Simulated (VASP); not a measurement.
# PbSe (Clausthalite) (Fm-3m) in VASP: a series of runs, part 2 of 3

VASP 6.6.1. Earlier steps stand in the parts before.

### 3 Relaxation of cell and atoms, optPBE-vdW

INCAR

```
SYSTEM = PbSe
PREC = Accurate
ENCUT = 600
EDIFF = 1E-6
ISMEAR = -1
SIGMA = 0.05
LREAL = .False.
LASPH = .True.
NELM = 60
ALGO = Fast
ISIF = 3
LWAVE = .False.
LCHARG = .False.
GGA = OR
LUSE_VDW = .True.
AGGAC = 0.0
IBRION = 2
NSW = 60
EDIFFG = -0.01
```

KPOINTS

```
regular mesh
0
Gamma
  8 8 8
  0 0 0
```

POSCAR

```
PbSe
1.0
    0.0000000000      3.0606500000      3.0606500000
    3.0606500000      0.0000000000      3.0606500000
    3.0606500000      3.0606500000      0.0000000000
Pb Se
1 1
Direct
    0.0000000000      0.0000000000      0.0000000000
    0.5000000000      0.5000000000      0.5000000000
```

Potentials or basis: VASP PAW PBE potentials, release 64 (Pb_d, Se).

Command:

```bash
cat potpaw_PBE.64/Pb_d/POTCAR potpaw_PBE.64/Se/POTCAR > POTCAR
mpirun -np 1 vasp_std > vasp.out
```

OUTCAR:

```text
SYSTEM = PbSe
   PREC = Accurate
   ENCUT = 600
   EDIFF = 1E-6
   ISMEAR = -1
   LREAL = .False.
   LASPH = .True.
   NELM = 60
   ISIF = 3
   GGA = OR
   IBRION = 2
   NSW = 60
   EDIFFG = -0.01

 ion  position               nearest neighbor table
   1  0.000  0.000  0.000-   2 3.06   2 3.06   2 3.06   2 3.06   2 3.06   2 3.06
   2  0.500  0.500  0.500-   1 3.06   1 3.06   1 3.06   1 3.06   1 3.06   1 3.06

  LATTYP: Found a face centered cubic cell.
 ALAT       =     6.1213000000

  Lattice vectors:

 A1 = (   0.0000000000,   3.0606500000,   3.0606500000)
 A2 = (   3.0606500000,   0.0000000000,   3.0606500000)
 A3 = (   3.0606500000,   3.0606500000,   0.0000000000)

Analysis of symmetry for initial positions (statically):
=====================================================================
 Subroutine PRICEL returns:
 Original cell was already a primitive cell.

 Routine SETGRP: Setting up the symmetry group for a
 face centered cubic supercell.

 Subroutine GETGRP returns: Found 48 space group operations
 (whereof 48 operations were pure point group operations)
 out of a pool of 48 trial point group operations.

The static configuration has the point symmetry O_h .

Analysis of symmetry for dynamics (positions and initial velocities):
=====================================================================
 Subroutine PRICEL returns:
 Original cell was already a primitive cell.

 Routine SETGRP: Setting up the symmetry group for a
 face centered cubic supercell.

 Subroutine GETGRP returns: Found 48 space group operations
 (whereof 48 operations were pure point group operations)
 out of a pool of 48 trial point group operations.

The dynamic configuration has the point symmetry O_h .

 Subroutine INISYM returns: Found 48 space group operations
 (whereof 48 operations are pure point group operations),
 and found     1 'primitive' translations

----------------------------------------------------------------------------------------

                                     Primitive cell

  volume of cell :      57.3418

  direct lattice vectors                    reciprocal lattice vectors
     0.000000000  3.060650000  3.060650000    -0.163363991  0.163363991  0.163363991
     3.060650000  0.000000000  3.060650000     0.163363991 -0.163363991  0.163363991
     3.060650000  3.060650000  0.000000000     0.163363991  0.163363991 -0.163363991

  length of vectors
     4.328412740  4.328412740  4.328412740     0.282954733  0.282954733  0.282954733

  position of ions in fractional coordinates (direct lattice)
     0.000000000  0.000000000  0.000000000
     0.500000000  0.500000000  0.500000000

  ion indices of the primitive-cell ions
   primitive index   ion index
                 1           1
                 2           2

----------------------------------------------------------------------------------------

 KPOINTS: regular mesh

Automatic generation of k-mesh.
 Grid dimensions read from file:
 generate k-points for:    8    8    8

 Generating k-lattice:

  Cartesian coordinates                     Fractional coordinates (reciprocal lattice)
    -0.020420499  0.020420499  0.020420499     0.125000000  0.000000000  0.000000000
     0.020420499 -0.020420499  0.020420499     0.000000000  0.125000000  0.000000000
     0.020420499  0.020420499 -0.020420499     0.000000000  0.000000000  0.125000000

  Length of vectors
     0.035369342  0.035369342  0.035369342

  Shift w.r.t. Gamma in fractional coordinates (k-lattice)
     0.000000000  0.000000000  0.000000000

 Subroutine IBZKPT returns following result:
 ===========================================

 Found     29 irreducible k-points:

 Following reciprocal coordinates:
            Coordinates               Weight
  0.000000  0.000000  0.000000      1.000000
  0.125000  0.000000  0.000000      8.000000
  0.250000  0.000000  0.000000      8.000000
  0.375000  0.000000  0.000000      8.000000
  0.500000  0.000000  0.000000      4.000000
  0.125000  0.125000  0.000000      6.000000
[... 16 lines left out ...]
  0.500000  0.250000  0.125000     48.000000
 -0.375000  0.250000  0.125000     24.000000
 [... further k-points ...]
   k-points           NKPTS =     29   k-points in BZ     NKDIM =     29   number of bands    NBANDS=     14
   number of dos      NEDOS =    301   number of ions     NIONS =      2
   total plane-waves  NPLWV =  46656
   dimension x,y,z NGX =    36 NGY =   36 NGZ =   36
   dimension x,y,z NGXF=    72 NGYF=   72 NGZF=   72
   ions per type =               1   1
   NGX,Y,Z   is equivalent  to a cutoff of  13.83, 13.83, 13.83 a.u.
   NGXF,Y,Z  is equivalent  to a cutoff of  27.65, 27.65, 27.65 a.u.
 SYSTEM =  PbSe
   PREC   = accura    normal or accurate (medium, high low for compatibility)
   ISTART =      0    job   : 0-new  1-cont  2-samecut
   ICHARG =      2    charge: 1-file 2-atom 10-const
   ISPIN  =      1    spin polarized calculation?
   LNONCOLLINEAR =      F non collinear calculations
   LSORBIT =      F    spin-orbit coupling
   LASPH  =      T    aspherical Exc in radial PAW
   ENCUT  =  600.0 eV  44.10 Ry    6.64 a.u.   8.64  8.64  8.64*2*pi/ulx,y,z
   NELM   =     60;   NELMIN=  2; NELMDL= -5     # of ELM steps
   EDIFF  = 0.1E-05   stopping-criterion for ELM
   LREAL  =      F    real-space projection
   EDIFFG = -.1E-01   stopping-criterion for IOM
   NSW    =     60    number of steps for IOM
   IBRION =      2    ionic relax: 0-MD 1-quasi-New 2-CG
   NFREE  =      1    steps in history (QN), initial steepest desc. (CG)
   ISIF   =      3    stress and relaxation
   ISYM   =      2    0-nonsym 1-usesym 2-fastsym
   POTIM  = 0.5000    time-step for ionic-motion
   TEBEG  =    0.0;   TEEND  =   0.0 temperature during run
   PSTRESS=    0.0 pullay stress
   NELECT =      20.0000    total number of electrons
   NUPDOWN=      -1.0000    fix difference up-down
   EMIN   =  10.00;   EMAX   =-10.00  energy-range for DOS
   EFERMI =   0.00;   METHOD = LEGACY
   ISMEAR =    -1;   SIGMA  =   0.05  broadening in eV -4-tet -1-fermi 0-gaus
   EFERMI_NEDOS =   21; number of points for ismear=-14 and -15
   IALGO  =     68    algorithm
   IMIX   =      4    mixing-type and parameters
     AMIX     =   0.40;   BMIX     =  1.00
     AMIX_MAG =   1.60;   BMIX_MAG =  1.00
  volume/ion in A,a.u.               =      28.67       193.48
  Fermi-wavevector in a.u.,A,eV,Ry     =   1.152377  2.177676 18.068159  1.327972
  Thomas-Fermi vector in A             =   2.289028
   LORBIT       =      0    0 simple, 1 ext, 2 COOP (PROOUT), +10 PAW based schemes
   GGA     = OR    functional components
   LHFCALC =     F    Hartree Fock is set to
   AEXX    =    0.0000 exact exchange contribution
   IVDW_NL    =     1    kernel type
   BPARAM     = 6.3000
   IVDW    =     0    specifies the selected vdW correction
   LEPSILON=     F    determine dielectric tensor
   LRPA    =     F    only Hartree local field effects (RPA)
 conjugate gradient relaxation of ions
 non-spin polarized calculation
 RMM-DIIS sequential band-by-band and
  energy-cutoff  :      600.00
  volume of cell :       57.34
 maximum number of plane-waves:      1930
   NGX = 17   NGY = 17   NGZ = 17

--------------------------------------- Ionic step        1  -------------------------------------------

 number of electron      20.0000001 magnetization

 Free energy of the ion-electron system (eV)
  ---------------------------------------------------
  ext. energy  EPLUGINS =         0.00000000
  ---------------------------------------------------
  free energy    TOTEN  =        -3.11359755 eV

  energy without entropy =       -3.11341161  energy(sigma->0) =       -3.11350458

 E-fermi :   5.2047     XC(G=0):  -9.4668

 val. band max:        5.0225171030   @ k =   0.5000   0.0000   0.0000
 cond. band min:       5.3867747577   @ k =   0.5000   0.0000   0.0000
 fundamental gap:      0.3642576548
 Fermi energy:         5.2046752645

 k-point     1 :       0.0000    0.0000    0.0000
  band No.  band energies     occupation
      1     -11.8332      2.00000
      2     -11.8332      2.00000
      3     -11.8332      2.00000
      4     -11.8291      2.00000
      5     -11.8291      2.00000
      6      -8.5482      2.00000
      7      -1.3390      2.00000
      8       3.1765      2.00000
      9       3.1765      2.00000
     10       3.1765      2.00000
     11       9.6901      0.00000
     12       9.6902      0.00000
     13       9.6902      0.00000
     14      11.6658      0.00000
[... 464 lines left out ...]
Total vdW correction in eV:      3.6309203

--------------------------------------- Ionic step        3  -------------------------------------------

 number of electron      20.0000001 magnetization

 Free energy of the ion-electron system (eV)
  ---------------------------------------------------
  ext. energy  EPLUGINS =         0.00000000
  ---------------------------------------------------
  free energy    TOTEN  =        -3.14702623 eV

  energy without entropy =       -3.14697936  energy(sigma->0) =       -3.14700279

 E-fermi :   4.5310     XC(G=0):  -9.1981

 val. band max:        4.2629086584   @ k =   0.5000   0.0000   0.0000
 cond. band min:       4.7987915710   @ k =   0.5000   0.0000   0.0000
 fundamental gap:      0.5358829127
 Fermi energy:         4.5309997069

 k-point     1 :       0.0000    0.0000    0.0000
  band No.  band energies     occupation
      1     -12.4673      2.00000
      2     -12.4673      2.00000
      3     -12.4673      2.00000
      4     -12.4607      2.00000
      5     -12.4607      2.00000
      6      -8.7841      2.00000
      7      -2.1539      2.00000
      8       2.7188      2.00000
      9       2.7188      2.00000
     10       2.7188      2.00000
     11       8.8306      0.00000
     12       8.8306      0.00000
     13       8.8306      0.00000
     14      11.0658      0.00000
[... 420 lines left out ...]
  FREE ENERGIE OF THE ION-ELECTRON SYSTEM (eV)
  ---------------------------------------------------
  free  energy   TOTEN  =        -3.1470262297 eV

  energy  without entropy=       -3.1469793578  energy(sigma->0) =       -3.14700279

Total vdW correction in eV:      3.6010672

 reached required accuracy - stopping structural energy minimisation
```

CONTCAR:

```text
PbSe
   1.00000000000000
     0.0000000000000000    3.1223302021824955    3.1223302021824955
     3.1223302021824955    0.0000000000000000    3.1223302021824955
     3.1223302021824955    3.1223302021824955   -0.0000000000000000
  Pb              Se
     1     1
Direct
     0.0000000000000000    0.0000000000000000    0.0000000000000000
     0.5000000000000000    0.5000000000000000    0.5000000000000000

  0.00000000E+00  0.00000000E+00  0.00000000E+00
  0.00000000E+00  0.00000000E+00  0.00000000E+00
```

Run time: 4.4 min. Hardware: 1 thread of AMD EPYC 7R13 (Zen 3), shared host; peak memory 0.45 GiB.

Results:

```
Free energy                            : -3.1470 eV
Relaxed volume                         : 30.44 Å³/atom
Relaxed cell                           : a = 4.416 Å, b = 4.416 Å, c = 4.416 Å, α = 60.00°, β = 60.00°, γ = 60.00°
Space group after relaxing (to 0.05 Å) : Fm-3m (No. 225)
Energy gained by relaxing              : 16.7 meV/atom
Ionic steps                            : 3
Pressure after relaxing                : 0.0 GPa
Band gap on the k mesh                 : 0.54 eV, direct
```

Step by step:
```
step  energy change (eV)  largest force (eV/Å)  pressure (GPa)  volume (Å³)
   1              0.0000                0.0000            3.19        57.34
   2             -0.0295                0.0000           -0.97        62.21
   3             -0.0334                0.0000            0.02        60.88
```

Final structure:
```xyz
2
Lattice="0.0000 3.1223 3.1223 3.1223 0.0000 3.1223 3.1223 3.1223 0.0000" Properties=species:S:1:pos:R:3 pbc="T T T"
Pb    0.0000    0.0000    0.0000
Se    3.1223    3.1223    3.1223
```

Caveat: the PAW data sets were made with another functional, which shifts forces and pressure a little; spin-orbit coupling is left out, which as a rule narrows the gap of such compounds by several tenths of an eV.

[end of part 2 of 3]
